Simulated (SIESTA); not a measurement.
The system is Al2Cu.

```
CELL_PARAMETERS angstrom
4.10518 0.00000 0.00000
0.00000 4.10518 0.00000
0.00000 0.00000 2.89131
ATOMIC_POSITIONS crystal
Cu 0.00000 0.00000 0.00000
Al 0.00000 0.50000 0.50000
Al 0.50000 0.00000 0.50000
```

The cell comes from a database or a generator and needn't be the stable form of this composition.

Base run:

- Program: SIESTA 5.4.2
- Functional: PBEsol
- Potentials or basis: PseudoDojo 0.4 standard (PBEsol files)
- Basis: TZDP (energy shift 0.003 Ry; two zetas on semicore shells)
- Grid cutoff: 800 Ry
- Energy shift: 0.003 Ry
- k mesh: 7 × 7 × 9
- Occupations: fermi-dirac, width 0.05 eV
- Spin: no spin polarisation

Its results: band gap on the k mesh none (metal or under the smearing width); pressure -2.0 GPa.

Question: The run is repeated on the same cell with these changes: basis from TZDP (energy shift 0.003 Ry; two zetas on semicore shells) to SZ (energy shift 0.003 Ry). What comes out?

Answer: Band gap on the k mesh none (metal or under the smearing width); pressure 7.9 GPa.

Caveats: short orbitals over semicore shells can move pressures by several GPa; the basis of atomic orbitals isn't converged, which shifts pressures, moduli and gaps; the basis has no polarisation orbitals (some runs).
